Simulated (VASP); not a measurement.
## AlCo: relaxation of cell and atoms with PBE+D3(BJ)

AlCo:

```
Co Al
1.0
     2.81940    0.00000    0.00000
     0.00000    2.81940    0.00000
     0.00000    0.00000    2.81940
Co Al
1 1
Cartesian
  1.4097 1.4097 1.4097
  0.0000 0.0000 0.0000
```

The cell is a database's computed one.

| Property | Result |
| --- | --- |
| Program | VASP 6.6.1 |
| Task | relaxation of cell and atoms |
| Functional | PBE |
| Dispersion | D3(BJ) |
| Potentials or basis | VASP PAW PBE potentials, release 64 (Co, Al) |
| Cutoff | 600 eV |
| k mesh | 8 × 8 × 8 |
| Occupations | fermi-dirac, width 0.05 eV |
| Spin | collinear spin, ferromagnetic start |
| Starting moments | [2.0, 0.0] μB |
| Ladder | gaps |
| Further INCAR settings | ALGO = Fast; EDIFF = 1e-07; IBRION = 2; EDIFFG = -0.02; NSW = 40; ISIF = 3 |

| Item | Value |
| --- | --- |
| Pressure after relaxing | -0.1 GPa |
| Band gap on the k mesh | none (metal or under the smearing width) |
| Net moment | 0.00 μB per cell |
| Valence electrons inside the program's atomic spheres | Co 8.51; Al 0.84 |
| Dispersion energy per atom | -0.449 eV |

Final structure:
```yaml
crystal:
  lattice:
    - [2.81940, 0.00000, 0.00000]
    - [0.00000, 2.81940, 0.00000]
    - [0.00000, 0.00000, 2.81940]
  atoms:
    - { symbol: Co, position: [0.50000, 0.50000, 0.50000] }
    - { symbol: Al, position: [0.00000, 0.00000, 0.00000] }
```

Levels at points of the mesh, in eV from the Fermi level:
Spin up:
```csv
k point,band 2,band 3,band 4,band 5,band 6,band 7,band 8,band 9,band 10,band 11
"(0.00, 0.00, 0.00)",-3.10,-3.10,-0.88,-0.88,-0.88,6.14,6.14,6.14,8.88,8.88
"(0.50, 0.00, 0.00)",-6.78,-2.48,-1.79,-1.79,-0.76,0.20,8.45,10.80,10.80,12.00
"(0.50, 0.50, 0.00)",-3.18,-2.74,-2.74,-1.58,-1.58,-0.24,2.53,3.65,13.14,16.14
"(0.50, 0.50, 0.50)",-4.09,-4.09,-0.21,-0.21,2.40,2.40,2.40,4.42,5.50,5.50
```
Spin down:
| k point | band 2 | band 3 | band 4 | band 5 | band 6 | band 7 | band 8 | band 9 | band 10 | band 11 |
| --- | --- | --- | --- | --- | --- | --- | --- | --- | --- | --- |
| (0.00, 0.00, 0.00) | -3.10 | -3.10 | -0.88 | -0.88 | -0.88 | 6.14 | 6.14 | 6.14 | 8.88 | 8.88 |
| (0.50, 0.00, 0.00) | -6.78 | -2.48 | -1.79 | -1.79 | -0.76 | 0.20 | 8.45 | 10.80 | 10.80 | 12.00 |
| (0.50, 0.50, 0.00) | -3.18 | -2.74 | -2.74 | -1.58 | -1.58 | -0.24 | 2.53 | 3.65 | 13.14 | 16.13 |
| (0.50, 0.50, 0.50) | -4.09 | -4.09 | -0.20 | -0.20 | 2.40 | 2.40 | 2.40 | 4.42 | 5.50 | 5.50 |

Wall time 21 s on 1 thread of Intel(R) Xeon(R) Platinum 8259CL CPU @ 2.50GHz (Skylake/Cascade Lake), on a shared host, peak memory 0.16 GiB.

Caveat: the starting moments collapsed, and a magnetic state may lie lower; the relaxation stopped at its first step, so nothing moved; pairwise dispersion overbinds metals, which lowers pressure and volume.
